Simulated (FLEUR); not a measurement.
Hf: equation of state with AM05

The system is Hf.

```
Hf
1.0
    -1.80500    1.80500    1.80500
     1.80500   -1.80500    1.80500
     1.80500    1.80500   -1.80500
Hf
1
Cartesian
  0.0000 0.0000 0.0000
```

This isn't the form of Hf at room conditions, which is hcp.

- Program: FLEUR MaX-R8.1 (later development tree)
- Task: equation of state
- Functional: AM05
- Potentials or basis: all-electron
- Basis: FLAPW
- Kmax: 4.1 1/bohr
- k mesh: 10 × 10 × 10
- Occupations: fermi-dirac, width 0.05 eV
- Spin: no spin polarisation
- Gmax: 12.7 1/bohr
- Muffin-tin radii: Hf 2.66 bohr
- lmax: Hf 11
- Local orbitals a species: Hf 4

```yaml
Equilibrium_volume: "21.34 Å³/atom (rough: see the caveat)"
Bulk_modulus: 105 GPa (rough)
```

Energy against volume, from the lowest point:
```tsv
volume (Å³/atom)	energy (meV/atom)
22.112	0.00
22.582	13.16
23.523	54.90
24.464	114.40
24.934	149.77
```

Caveat: the minimum lies outside the volumes run. Spin-orbit coupling is left out, which matters for the levels of Hf.
